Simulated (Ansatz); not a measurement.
input.yaml (Ansatz 0.2.0):

```yaml
crystal:
  lattice:
    - [0.0, 2.8295281948, 2.8295281948]
    - [2.8295281948, 0.0, 2.8295281948]
    - [2.8295281948, 2.8295281948, 0.0]
  atoms:
    - { symbol: Ga, position: [0.0, 0.0, 0.0] }
    - { symbol: As, position: [0.75, 0.75, 0.75] }
basis:
  ecutwfc: 420
  ecutrho_ratio: 4
kpoints:
  mp_grid: { grid: [10, 10, 10] }
  band_path:
    path:
      - [[0.0, 0.0, 0.0], [-0.5, -0.5, 0.0], [-0.375, -0.375, 0.25]]
      - [[-0.375, 0.0, 0.375], [0.0, 0.0, 0.0], [0.0, 0.0, 0.5], [-0.5, -0.25, 0.25], [-0.5, -0.5, 0.0]]
    npoints: 14
hamiltonian:
  xc: pbesol
scf:
  occupations: { method: gaussian, width: 0.05 }
  n_extra_bands: 11
output:
  forces: true
  stress: true
  eigenvalues: true
  populations: true
  dos: { projected: true, de: 0.02, nscf_kmesh: { grid: [15, 15, 15] } }
  bader: false
```

The chain of runs began from a cell as deposited in COD, expanded in volume.

The output:

```
scf.n_extra_bands = 11 over 14 filled bands (N_el = 28.0): the run solves 25 bands
Pseudopotentials: kind: paw
Pseudopotential: Ga, paw, valence charge 13, recommended cutoff 420 eV (normal), Ga.paw.azcp
Pseudopotential: As, paw, valence charge 15, recommended cutoff 420 eV (normal), As.paw.azcp
Crystal: 2 atoms, lattice volume = 45.308 Å³
Basis set: ecut = 420 eV, 893 PW (Γ), exchange–correlation on 54×54×54 points (8 copies of the dense FFT grid, shifted against one another)
Bands: 25, of which v1, the nominal top of the filled ones, is band 14 counted from 1 (13 counted from 0)
Symmetry: 24 space group operations
Space group: F-43m (ITA 216), of the structure as read, at distance tolerance 3.6e-5 Å
k-points: 47 of 1000 (time reversal used)
Initial density: superposition of atomic densities (neutral atoms: chi_scale 0, normalization atom), corrected by the library's trained network
Initial wavefunctions: pseudopotential atomic-orbital guess
Functional: x = pbesol(κ = 0.804, μ = 0.12346), c = pbesol(β = 0.046)
```

SCF trace (energy estimate counted from the last row):
```
iteration   ΔE (eV)  density residual (eV)
        1  -3.0e-03                8.10e-3
        2  -6.1e-05                7.88e-4
        3  -2.0e-06                1.09e-4
        4   1.1e-05                1.43e-5
        5     0.000                2.63e-7
        6     0.000                2.43e-9
```

```
SCF 1 converged in 6 iterations: F = -8556.858920 eV  dr2 = 2.43e-9
NSCF: frozen V_eff on 86 k-points
NSCF: frozen V_eff on 120 k-points
SCF converged after 6 iterations
Free energy (F): -8556.858920 eV
E sigma→0 (E₀):  -8556.858920 eV
Fermi energy:    8.224591 eV
--- Forces (eV/Å), atoms counted from 1 ---
  atom   1  Ga     0.00000000     0.00000000     0.00000000
  atom   2  As     0.00000000     0.00000000     0.00000000
--- Stress (GPa, compression-positive) ---
       -0.000570       0.000000       0.000000
        0.000000      -0.000570       0.000000
        0.000000       0.000000      -0.000570
  P = ⅓ Tr σ = -0.0006 GPa (-0.006 kbar)
--- Löwdin populations: 2 sites ---
  site symbol       q [e]
     0     Ga     12.9606
     1     As     14.9997
```

In short (PBEsol): pressure 0.0 GPa, gap on the mesh 0.42 eV.

Total energies depend on the potentials used, so only differences within one code and one set of settings carry meaning.
